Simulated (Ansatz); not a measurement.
# Cd3InO: one candidate of a structure search, part 2 of 2

Where does this trial cell of Cd3InO go when cell and atoms are let free?

Ansatz 0.2.0; DFT PBE, scalar-relativistic, plane waves, PAW. The steps go on from the part before.

## Step 4: Full relaxation

File input.yaml:

```yaml
crystal:
  lattice:
    - [4.76796178, 0.0, 0.0]
    - [0.0, 4.76796178, 0.0]
    - [0.0, 0.0, 4.76796178]
  atoms:
    - { symbol: Cd, position: [0.5, 0.0, 0.5] }
    - { symbol: Cd, position: [0.5, 0.5, 0.0] }
    - { symbol: Cd, position: [0.0, 0.5, 0.5] }
    - { symbol: In, position: [0.0, 0.0, 0.0] }
    - { symbol: O, position: [0.5, 0.5, 0.5] }
basis:
  ecutwfc: 420
kpoints:
  mp_grid: { grid: [8, 8, 8] }
hamiltonian:
  xc: pbe
scf:
  occupations: { method: gaussian, width: 0.1 }
output:
  forces: true
  stress: true
  eigenvalues: true
  write_density: true
  write_potential: true
  elf: true
  volumetric_format: npy
relax:
  adjacent_minimum: "off"
  f_tol: 0.01
  max_steps: 80
  cell: { stress_tol: 0.05 }
```

Launch:

```console
> ansatz run input.yaml --threads 1 --pin off --max-ram 2560MiB --backend cpu --events-out ev --progress --plain --runs-dir out
```

Standard output:

```text
Warning: RAYON_NUM_THREADS=1 ignored (pool sized by the plan → 1); use --threads N
Engine: ansatz 0.2.0, aarch64-unknown-linux-gnu
Pseudopotentials: kind: paw
Pseudopotential: Cd, paw, valence charge 20, recommended cutoff 420 eV (normal), Cd.paw.azcp
Pseudopotential: In, paw, valence charge 13, recommended cutoff 420 eV (normal), In.paw.azcp
Pseudopotential: O, paw, valence charge 6, recommended cutoff 420 eV (normal), O.paw.azcp
Functional definition: PBE
  parameter kappa = 0.804
  parameter beta = 0.06672455060314922
  exchange = pbe_x(kappa = kappa, mu = beta*pi^2/3)
  correlation = pbe_c(beta = beta)
Crystal: 5 atoms, lattice volume = 108.392 Å³
Basis set: ecut = 420 eV, 2103 PW (Γ), exchange–correlation on 64×64×64 points (8 copies of the dense FFT grid, shifted against one another)
Bands: 48, of which v1, the nominal top of the filled ones, is band 40 counted from 1 (39 counted from 0)
Symmetry: 48 space group operations
Space group: Pm-3m (ITA 221), of the structure as read, at distance tolerance 4.8e-5 Å
k-points: 35 of 512
Non-local potential: Cd, projectors of the file, l = 0: 3, l = 1: 2, l = 2: 2, l = 3: 1
Non-local potential: In, projectors of the file, l = 0: 2, l = 1: 2, l = 2: 2, l = 3: 2
Non-local potential: O, projectors of the file, l = 0: 2, l = 1: 2, l = 2: 1
PAW form: soft (Blöchl's): semilocal exchange-correlation on the pseudo side does not see the compensation charge
PAW one-centre angular grid: Cd, 590 points (default); XC on 64 Gauss nodes
PAW one-centre angular grid: In, 590 points (default); XC on 64 Gauss nodes
PAW one-centre angular grid: O, 110 points (default); XC on 64 Gauss nodes
Initial density: superposition of atomic densities (neutral atoms: chi_scale 0, normalization atom), corrected by the library's trained network
Initial wavefunctions: pseudopotential atomic-orbital guess
Functional: x = pbe(κ = 0.804, μ = 0.2195149727645171), c = pbe(β = 0.06672455060314922)
SCF iter   1: F=—  HF=-30926.825817 eV  |F-HF|=—  |Δ(HF+E_count)|=         —  Δρ=3.48e-3  dr2=2.67e-2  ethr=1.77e-3  ⟨swp⟩=6.9  Hψ=6073  notcnv=0  defer=9
preconditioner: auto → Resta (q_TF=auto, 2.588 Å⁻¹)  ε∞=5.2  [insulator: Δε(μ)=0.149 eV  Ē_g=12.864 eV  σ=0.100 eV  W_gap=0.67  n_scr=26 (ndim 8)  ℏωp=26.5 eV  f_vac=0.000  D(μ)=0.94/eV (n_scr^D=0)  ε∞_Penn≈5.2]
SCF iter   2: F=—  HF=-30926.822244 eV  |F-HF|=—  |Δ(HF+E_count)|=   3.57e-3  Δρ=1.56e-3  dr2=7.11e-3  ethr=3.38e-5  ⟨swp⟩=1.2  Hψ=1970  notcnv=0  defer=11
SCF iter   3: F=—  HF=-30926.820782 eV  |F-HF|=—  |Δ(HF+E_count)|=   1.46e-3  Δρ=3.53e-4  dr2=3.46e-4  ethr=9.00e-6  ⟨swp⟩=1.9  Hψ=1690  notcnv=0  defer=11
SCF iter   4: F=—  HF=-30926.820713 eV  |F-HF|=—  |Δ(HF+E_count)|=   6.86e-5  Δρ=1.52e-4  dr2=2.71e-5  ethr=4.38e-7  ⟨swp⟩=2.1  Hψ=2308  notcnv=0  defer=11
SCF iter   5: F=—  HF=-30926.820593 eV  |F-HF|=—  |Δ(HF+E_count)|=   1.20e-4  Δρ=3.48e-5  dr2=1.40e-6  ethr=3.43e-8  ⟨swp⟩=2.0  Hψ=2563  notcnv=0  defer=11
SCF iter   6: F=—  HF=-30926.820593 eV  |F-HF|=—  |Δ(HF+E_count)|=   1.61e-7  Δρ=9.35e-6  dr2=1.02e-7  ethr=1.77e-9  ⟨swp⟩=2.0  Hψ=2422  notcnv=0  defer=11
SCF iter   7: F=-30926.820593 eV  HF=-30926.820593 eV  |F-HF|=4.11e-9  |Δ(HF+E_count)|=   1.06e-9  Δρ=2.74e-6  dr2=7.61e-9  ethr=1.27e-10  ⟨swp⟩=12.1  Hψ=10027  notcnv=0
SCF 1 converged in 7 iterations: F = -30926.820593 eV  dr2 = 7.61e-9
relax step   1: F+E_penalty+E_count = -30926.82059304 eV  Δ(F+E_penalty+E_count) = +0.000e0 eV  max|allowed force component| = 6.542e-29 eV/Å  Δτ_max = 0.0000 Å  P = -1.505 GPa  Ω = 108.392 Å³  (7 SCF iters, dr2 threshold 1.00e-7 eV, accepted)
Crystal: 5 atoms, lattice volume = 104.853 Å³
Initial density: handed on by an earlier stage of this run
Initial wavefunctions: those handed on with the density
iter 1 solved again at ethr=1.17e-5 eV; its pass at ethr=3.10e-3 eV (dr2=9.28e-3 eV) is discarded
SCF iter   1: F=—  HF=-30926.840787 eV  |F-HF|=—  |Δ(HF+E_count)|=         —  Δρ=1.74e-3  dr2=9.29e-3  ethr=1.17e-5  ⟨swp⟩=1.4  Hψ=7184  notcnv=0
preconditioner: auto → Resta (q_TF=auto, 2.603 Å⁻¹)  ε∞=5.2  [insulator: Δε(μ)=0.144 eV  Ē_g=13.052 eV  σ=0.100 eV  W_gap=0.61  n_scr=26 (ndim 8)  ℏωp=26.9 eV  f_vac=0.000  D(μ)=0.87/eV (n_scr^D=0)  ε∞_Penn≈5.2]
SCF iter   2: F=—  HF=-30926.839453 eV  |F-HF|=—  |Δ(HF+E_count)|=   1.33e-3  Δρ=9.11e-4  dr2=3.19e-3  ethr=1.17e-5  ⟨swp⟩=1.0  Hψ=1680  notcnv=0
SCF iter   3: F=—  HF=-30926.838669 eV  |F-HF|=—  |Δ(HF+E_count)|=   7.84e-4  Δρ=1.79e-4  dr2=4.98e-5  ethr=4.04e-6  ⟨swp⟩=1.9  Hψ=1759  notcnv=0
SCF iter   4: F=—  HF=-30926.838501 eV  |F-HF|=—  |Δ(HF+E_count)|=   1.68e-4  Δρ=8.17e-5  dr2=4.76e-6  ethr=6.30e-8  ⟨swp⟩=2.0  Hψ=2639  notcnv=0
iter 5 did not close the SCF: its close was put off for the readings that it lacked (scf_convergence_deferred on its scf_iter line)
SCF iter   5: F=-30926.838501 eV  HF=-30926.838501 eV  |F-HF|=5.13e-8  |Δ(HF+E_count)|=   4.38e-8  Δρ=2.06e-5  dr2=4.08e-7  ethr=6.02e-9  ⟨swp⟩=2.0  Hψ=2699  notcnv=0
SCF iter   6: F=-30926.838501 eV  HF=-30926.838501 eV  |F-HF|=1.46e-11  |Δ(HF+E_count)|=   9.77e-8  Δρ=3.44e-6  dr2=1.54e-8  ethr=5.16e-10  ⟨swp⟩=6.6  Hψ=10682  notcnv=0
SCF 2 converged in 6 iterations: F = -30926.838501 eV  dr2 = 1.54e-8
relax step   2: F+E_penalty+E_count = -30926.83850123 eV  Δ(F+E_penalty+E_count) = -1.791e-2 eV  max|allowed force component| = 2.803e-29 eV/Å  Δτ_max = 0.0000 Å  P = +0.278 GPa  Ω = 104.853 Å³  energy of the carried Pulay correction = +3.650e-3 eV  (6 SCF iters, dr2 threshold 5.00e-7 eV, accepted)
Crystal: 5 atoms, lattice volume = 105.389 Å³
iter 1 solved again at ethr=3.01e-7 eV; its pass at ethr=3.10e-3 eV (dr2=2.38e-4 eV) is discarded
SCF iter   1: F=—  HF=-30926.838580 eV  |F-HF|=—  |Δ(HF+E_count)|=         —  Δρ=2.61e-4  dr2=2.15e-4  ethr=3.01e-7  ⟨swp⟩=2.0  Hψ=6961  notcnv=0
preconditioner: auto → Resta (q_TF=auto, 2.600 Å⁻¹)  ε∞=5.2  [insulator: Δε(μ)=0.160 eV  Ē_g=13.043 eV  σ=0.100 eV  W_gap=0.68  n_scr=26 (ndim 8)  ℏωp=26.8 eV  f_vac=0.000  D(μ)=0.84/eV (n_scr^D=0)  ε∞_Penn≈5.2]
SCF iter   2: F=—  HF=-30926.838547 eV  |F-HF|=—  |Δ(HF+E_count)|=   3.25e-5  Δρ=1.36e-4  dr2=7.35e-5  ethr=2.73e-7  ⟨swp⟩=1.0  Hψ=1680  notcnv=0
SCF iter   3: F=—  HF=-30926.838375 eV  |F-HF|=—  |Δ(HF+E_count)|=   1.73e-4  Δρ=3.41e-5  dr2=1.64e-6  ethr=9.30e-8  ⟨swp⟩=2.0  Hψ=1838  notcnv=0
iter 4 did not close the SCF: its close was put off for the readings that it lacked (scf_convergence_deferred on its scf_iter line)
SCF iter   4: F=-30926.838374 eV  HF=-30926.838374 eV  |F-HF|=3.09e-8  |Δ(HF+E_count)|=   4.01e-7  Δρ=1.40e-5  dr2=1.57e-7  ethr=2.07e-9  ⟨swp⟩=2.0  Hψ=2471  notcnv=0
iter 5 did not close the SCF: its close was put off for the readings that it lacked (scf_convergence_deferred on its scf_iter line)
SCF iter   5: F=-30926.838374 eV  HF=-30926.838374 eV  |F-HF|=1.57e-9  |Δ(HF+E_count)|=   2.61e-9  Δρ=3.12e-6  dr2=1.00e-8  ethr=1.98e-10  ⟨swp⟩=2.1  Hψ=2676  notcnv=0
SCF iter   6: F=-30926.838374 eV  HF=-30926.838374 eV  |F-HF|=7.28e-11  |Δ(HF+E_count)|=   2.32e-9  Δρ=6.03e-7  dr2=5.57e-10  ethr=1.27e-11  ⟨swp⟩=5.5  Hψ=8019  notcnv=0
the search or the solves at the SCF's close seem to have found levels that the self-consistency loop had missed (the run counts 1). By its estimate they hold under 1e-12 electrons; where the run keeps them, the occupations were computed again with them
SCF 3 converged in 6 iterations: F = -30926.838374 eV  dr2 = 5.57e-10
relax step   3: F+E_penalty+E_count = -30926.83837418 eV  Δ(F+E_penalty+E_count) = +1.271e-4 eV  max|allowed force component| = 1.551e-29 eV/Å  Δτ_max = 0.0000 Å  P = -0.017 GPa  Ω = 105.389 Å³  energy of the carried Pulay correction = +3.089e-3 eV  (6 SCF iters, dr2 threshold 1.93e-7 eV, accepted)
Initial wavefunctions: pseudopotential atomic-orbital guess (no wavefunctions were taken with the density)
iter 1 solved again at ethr=2.06e-8 eV; its pass at ethr=3.10e-3 eV (dr2=1.63e-5 eV) is discarded
SCF iter   1: F=—  HF=-30926.835713 eV  |F-HF|=—  |Δ(HF+E_count)|=         —  Δρ=1.20e-4  dr2=2.69e-6  ethr=2.06e-8  ⟨swp⟩=3.2  Hψ=10351  notcnv=0
preconditioner: auto → Resta (q_TF=auto, 2.600 Å⁻¹)  ε∞=5.2  [insulator: Δε(μ)=0.159 eV  Ē_g=13.041 eV  σ=0.100 eV  W_gap=0.68  n_scr=26 (ndim 8)  ℏωp=26.8 eV  f_vac=0.000  D(μ)=0.84/eV (n_scr^D=0)  ε∞_Penn≈5.2]
SCF iter   2: F=—  HF=-30926.835563 eV  |F-HF|=—  |Δ(HF+E_count)|=   1.50e-4  Δρ=5.65e-5  dr2=5.11e-7  ethr=3.41e-9  ⟨swp⟩=2.0  Hψ=2742  notcnv=0
SCF iter   3: F=—  HF=-30926.835564 eV  |F-HF|=—  |Δ(HF+E_count)|=   7.71e-7  Δρ=1.34e-5  dr2=3.52e-8  ethr=6.47e-10  ⟨swp⟩=2.0  Hψ=2632  notcnv=0
SCF iter   4: F=—  HF=-30926.835564 eV  |F-HF|=—  |Δ(HF+E_count)|=   4.62e-8  Δρ=1.78e-6  dr2=1.06e-9  ethr=4.46e-11  ⟨swp⟩=2.0  Hψ=2632  notcnv=0
iter 5 did not close the SCF: its close was put off for the readings that it lacked (scf_convergence_deferred on its scf_iter line)
SCF iter   5: F=-30926.835564 eV  HF=-30926.835564 eV  |F-HF|=7.28e-12  |Δ(HF+E_count)|=  7.06e-10  Δρ=2.38e-7  dr2=3.02e-11  ethr=1.34e-12  ⟨swp⟩=2.0  Hψ=2638  notcnv=0
SCF iter   6: F=-30926.835564 eV  HF=-30926.835564 eV  |F-HF|=2.18e-11  |Δ(HF+E_count)|=  2.18e-11  Δρ=5.08e-8  dr2=2.28e-12  ethr=1.00e-12  ⟨swp⟩=4.5  Hψ=6469  notcnv=0
SCF 4 converged in 6 iterations: F = -30926.835564 eV  dr2 = 2.28e-12
relax step   4: F+E_penalty+E_count = -30926.83556378 eV  Δ(F+E_penalty+E_count) = +2.810e-3 eV  max|allowed force component| = 1.801e-29 eV/Å  Δτ_max = 0.0000 Å  P = -0.046 GPa  Ω = 105.389 Å³  stress off target by 4.64e-2 GPa  SCF on the basis re-selected at this cell (its energy is not comparable with the rows above)  (6 SCF iters)
basis re-selected at this cell: Δ(F+E_penalty+E_count) = +2.810e-3 eV, ΔP = -0.029 GPa vs the last step (what re-selecting the basis moved, of the pressure what is left beyond the Pulay correction that the steps carried, after the strain that the cell walked since its last selection, with what the two solves' SCF thresholds leave and, on support functions, any second-order correction that the steps lacked; it is no measure of the basis error at this ecutwfc). This SCF's stress stands 4.64e-2 GPa from its target on what of the cell is left free (relax.cell.stress_tol is 5.00e-2 GPa) and its largest allowed force component is 1.80e-29 eV/Å (relax.f_tol is 1.00e-2 eV/Å): within both
SCF converged after 6 iterations
Free energy (F): -30926.835564 eV
Harris-Foulkes:  -30926.835564 eV  (|F-HF|=2.18e-11)
Internal energy: -30926.831347 eV  (E = F + TS)
E sigma→0 (E₀):  -30926.833455 eV
Entropy (-TS):   -0.004217 eV (-0.843 meV/atom)
Fermi energy:    11.881122 eV
--- Per-component energies (eV) ---
  E_band       = -1323.122172
  E_kinetic    = 1928.313269
  E_local      = -11253.055674  (includes V_loc(G=0)·N_el)
  E_nonlocal   = 515.025080
  E_hartree    = 5150.253063
  E_xc         = -818.039814
  E_vxc        = -856.488195  (∫ρ·V_xc dr)
  E_paw        = -16560.968236  (= ΣΔE_a)
  E_vpaw       = -1957.425063  (= ΣTr[D̂ρ^β])
  E_aug_tail   = 0.002367  (compensation charges beyond the density's cutoff)
  E_ewald      = -9888.361401
  E_smearing   = -0.004217  (= −TS)
  E_closure    = 0.000000  (closes the sum)
  Σ components = -30926.835564   (vs F -30926.835564, Δ=0.00e0)
--- Forces (eV/Å), atoms counted from 1 ---
  atom   1  Cd     0.00000000     0.00000000    -0.00000000
  atom   2  Cd     0.00000000    -0.00000000    -0.00000000
  atom   3  Cd    -0.00000000     0.00000000     0.00000000
  atom   4  In    -0.00000000    -0.00000000    -0.00000000
  atom   5  O     -0.00000000    -0.00000000     0.00000000
  max |Σ_I F_I| component: 4.60e-30 eV/Å
--- Stress (GPa, compression-positive) ---
       -0.046447      -0.000000       0.000000
       -0.000000      -0.046447      -0.000000
        0.000000      -0.000000      -0.046447
  P = ⅓ Tr σ = -0.0464 GPa (-0.464 kbar)
--- Band table (eV; the first three rows and the last of 35) ---
  k-point 0: bands = ["-90.9685", "-90.9677", "-90.9677", "-52.0721", "-52.0721", "-52.0721", "-52.0708", "-52.0708", "-52.0708", "-51.9629", "-51.9629", "-51.9629", "-6.8712", "-2.6121", "-2.6121", "-2.6106", "-2.6106", "-2.6106", "2.6760", "2.6760", "2.6760", "2.8220", "2.8220", "2.8868", "3.1396", "3.1396", "3.1396", "3.3558", "3.3558", "3.4181", "3.5712", "3.5712", "3.5712", "5.1219", "7.0677", "7.0677", "7.0677", "12.0188", "12.0188", "12.0389", "12.0389", "12.0389", "12.2809", "17.5438", "17.5438", "17.5438", "19.4091", "19.4091"]
  k-point 1: bands = ["-90.9685", "-90.9677", "-90.9677", "-52.0721", "-52.0720", "-52.0720", "-52.0709", "-52.0709", "-52.0708", "-51.9629", "-51.9629", "-51.9629", "-6.8564", "-2.6112", "-2.6103", "-2.6101", "-2.6101", "-2.6089", "2.6824", "2.6952", "2.6952", "2.8235", "2.8438", "2.9307", "3.1307", "3.1307", "3.1325", "3.2878", "3.3558", "3.4013", "3.5210", "3.5210", "3.5713", "4.9987", "7.1348", "7.1348", "7.1797", "10.6747", "12.0839", "12.1201", "12.1201", "12.3401", "13.7790", "16.8962", "17.1937", "17.1937", "18.9672", "19.1056"]
  k-point 2: bands = ["-90.9684", "-90.9678", "-90.9677", "-52.0720", "-52.0719", "-52.0719", "-52.0710", "-52.0710", "-52.0708", "-51.9630", "-51.9629", "-51.9629", "-6.8202", "-2.6097", "-2.6092", "-2.6088", "-2.6088", "-2.6011", "2.6987", "2.7519", "2.7519", "2.8245", "2.9037", "2.9593", "3.1064", "3.1064", "3.1143", "3.2044", "3.3471", "3.3624", "3.3961", "3.3961", "3.5714", "4.7907", "7.2943", "7.2943", "7.3424", "9.5825", "12.2722", "12.3447", "12.3447", "12.9035", "15.6180", "15.8321", "16.3737", "16.3737", "18.1819", "19.0159"]
  k-point 34: bands = ["-90.9680", "-90.9680", "-90.9680", "-52.0753", "-52.0753", "-52.0753", "-52.0674", "-52.0674", "-52.0674", "-51.9716", "-51.9589", "-51.9589", "-6.5575", "-2.6209", "-2.6209", "-2.6209", "-2.5815", "-2.5815", "2.3230", "2.3230", "2.3230", "2.4993", "2.9131", "2.9131", "2.9131", "3.1694", "3.1694", "3.1694", "3.2032", "3.2032", "3.4773", "3.4773", "3.4773", "7.4476", "7.4476", "7.4476", "8.2248", "9.4092", "9.4092", "9.4092", "13.0073", "13.0073", "13.0073", "14.3815", "20.9938", "20.9938", "20.9938", "21.8987"]
--- Relaxed structure (3 steps of the walk, 3 accepted, 1 SCFs on fresh bases) ---
  F+E_penalty+E_count = -30926.83556378 eV   max|allowed force component| = 1.801e-29 eV/Å   (the final SCF, on the basis selected at the relaxed cell)
  cell:  # Å, volume = 105.3893 Å³
    - [4.72351797351458, 3.5308715647099323e-34, 2.5679065925163143e-34]
    - [2.8888949165808538e-34, 4.72351797351458, 0.0]
    - [1.2839532962581574e-34, 0.0, 4.72351797351458]
  atoms:
    - { symbol: Cd, position: [0.5, 4.73357224147929e-38, 0.5] }
    - { symbol: Cd, position: [0.5, 0.5, -4.207619770074451e-38] }
    - { symbol: Cd, position: [-1.6409717106446306e-36, 0.5, 0.5] }
    - { symbol: In, position: [3.5764768042386857e-37, -7.1529536110673565e-37, -4.207619772217366e-38] }
    - { symbol: O, position: [0.5, 0.5, 0.5] }
```

Wall time 43 s (1 thread of Arm Neoverse V2, shared host); peak memory 0.45 GiB.

Relaxation path:

| step | energy from step 1 (eV/cell) | largest force component (eV/Å) | pressure (GPa) | volume (Å³) |
| --- | --- | --- | --- | --- |
| 1 | 0.0000 | 0.0000 | -1.51 | 108.39 |
| 2 | -0.0179 | 0.0000 | 0.28 | 104.85 |
| 3 | -0.0178 | 0.0000 | -0.02 | 105.39 |
| 4 | -0.0150 | 0.0000 | -0.05 | 105.39 |

Step 1 is the start. Step 4 repeats the geometry before it on a plane-wave basis chosen anew for that cell, so its energy need not be comparable with the rows above.

|  | before | after | change |
| --- | --- | --- | --- |
| a (Å) | 4.768 | 4.724 | -0.9 % |
| b (Å) | 4.768 | 4.724 | -0.9 % |
| c (Å) | 4.768 | 4.724 | -0.9 % |
| volume (Å³/atom) | 21.68 | 21.08 | -2.8 % |
| shortest distance (Å) | 2.384 | 2.362 | -0.9 % |
| space group (0.01 Å) | Pm-3m | Pm-3m | same |

The run keeps the 48 symmetry operations of the start, so it could not have lowered the symmetry.

Density in a lattice plane of the grid's cell (edges 4.72 and 4.72 Å, at 0.500 of the third edge), which holds Cd and O.

Ten even steps from ' ' (0.06 e/Å³) to '@' (26.58 e/Å³):
```
                  ..==**##**==..                
                    ::--==--::                  
                      ......                    
                                                
                                                
                                                
....                                          ..
==--::                ......                ::--
##**==..            ..::::::..            ..==**
@@%%++::            ..::::::..            ::++%%
##**==..            ..::::::..            ..==**
==--::                ......                ::--
....                                          ..
                                                
                                                
                                                
                      ......                    
                    ::--==--::                  
                  ..==**##**==..                
                  ::++%%@@%%++::                
```
Columns run along the first of these edges and rows up along the second, over one cell in 24 and 20 even steps from the bottom left corner. Atoms in the plane (fractional): Cd at (0.50, 1.00), Cd at (1.00, 0.50), O at (0.50, 0.50).

ELF in the same plane.

Ten even steps from ' ' (0.10) to '@' (0.92):
```
........      ..--==**%%%%%%**==--..      ......
........      ..::--==++**++==--::..      ......
                ..::----------::..              
                    ..........                  
                                                
::::....          ..::------::..          ....::
==----::..      ::++**######**++::      ..::----
**++==--::    ..++##%%%%%%%%%%##++..    ::--==++
%%%%**==::    ::**%%%%**++**%%%%**::    ::==**%%
@@@@##++--..  ::##%%##==::==##%%##::  ..--++##@@
%%%%**==::    ::**%%%%**++**%%%%**::    ::==**%%
**++==--::    ..++##%%%%%%%%%%##++..    ::--==++
==----::..      ::++**######**++::      ..::----
::::....          ..::------::..          ....::
                                                
                    ..........                  
                ..::----------::..              
........      ..::--==++**++==--::..      ......
........      ..--==**%%%%%%**==--..      ......
........      ..--++##@@@@@@##++--..      ......
```
Columns run along the first of these edges and rows up along the second, over one cell in 24 and 20 even steps from the bottom left corner. Atoms in the plane (fractional): Cd at (0.50, 1.00), Cd at (1.00, 0.50), O at (0.50, 0.50).

Both are smooth fields of the valence electrons: close to the nuclei they are not physical.

Maxima of ELF outside the ion cores: 0.82 in the shell around O, 0.6 Å from O.

## Step 5: Changed: chi_scale 0.3, ecutwfc left out

File input.yaml:

```yaml
crystal:
  lattice:
    - [4.7235179735, 0.0, 0.0]
    - [0.0, 4.7235179735, 0.0]
    - [0.0, 0.0, 4.7235179735]
  atoms:
    - { symbol: Cd, position: [0.5, 0.0, 0.5] }
    - { symbol: Cd, position: [0.5, 0.5, 0.0] }
    - { symbol: Cd, position: [0.0, 0.5, 0.5] }
    - { symbol: In, position: [0.0, 0.0, 0.0] }
    - { symbol: O, position: [0.5, 0.5, 0.5] }
kpoints:
  mp_grid: { grid: [8, 8, 8] }
hamiltonian:
  xc: pbe
scf:
  occupations: { method: gaussian, width: 0.1 }
  initial_density: { chi_scale: 0.3 }
output:
  forces: true
  eigenvalues: true
  stress: true
```

Launch:

```console
> ansatz run input.yaml --threads 1 --pin off --max-ram 2560MiB --backend cpu --events-out ev --progress --plain --runs-dir out
```

Standard output (excerpt; [...] marks lines left out):

```text
Warning: RAYON_NUM_THREADS=1 ignored (pool sized by the plan → 1); use --threads N
[...]
[... 5 set-up lines as earlier in the session ...]
[...]
Crystal: 5 atoms, lattice volume = 105.389 Å³
[...]
  atom   2  Cd    -0.00000000     0.00000000    -0.00000000
  atom   3  Cd     0.00000000     0.00000000     0.00000000
  atom   4  In    -0.00000000    -0.00000000     0.00000000
  atom   5  O      0.00000000     0.00000000     0.00000000
[...]
--- Stress (GPa, compression-positive) ---
       -0.046142      -0.000000      -0.000000
        0.000000      -0.046142      -0.000000
        0.000000       0.000000      -0.046142
  P = ⅓ Tr σ = -0.0461 GPa (-0.461 kbar)
--- Band table (eV; the first three rows and the last of 35) ---
[...]
```

Wall time 14 s (1 thread of Arm Neoverse V2, shared host); peak memory 0.41 GiB.

```csv
run,ending,energy change,pressure (GPa),gap (eV),force (eV/Å),cycles,time
step 4,converged,0,0.0,0.00,0.00,-,43 s
variant,converged,0.0 meV/atom,0.0,0.00,0.00,11,14 s
```

With the changed start the energy agrees within 0.5 meV/atom.

## Step 6: Outcome

What follows sums up all 2 parts. Changes of volume or cell count from the first structure of part 1.

```
                                                              quantity                                                                      value
                                symmetry at the end (tolerance 0.05 Å)                                                space group Pm-3m (No. 221)
                                                     conventional cell  a = 4.724 Å, b = 4.724 Å, c = 4.724 Å, α = 90.00°, β = 90.00°, γ = 90.00°
                                                                volume                                                              21.08 Å³/atom
energy over the elements (uncorrected; H, N, O, F and Cl as molecules)                                                              -0.13 eV/atom
                                                       gap on the mesh                                                               none (metal)
```

**Reading.** The space group Pm-3m (No. 221) is kept, and the volume per atom shrinks by 2.8 % from the first guess. It lies below the elements, which doesn't yet make it stable: competing phases were not computed in this session. No finished test with a distortion of lower symmetry is shown, so the end may be a saddle point. A spin-polarised run here lost its starting moments, which speaks against magnetism, though one start doesn't rule it out. Other magnetic orders were not searched.
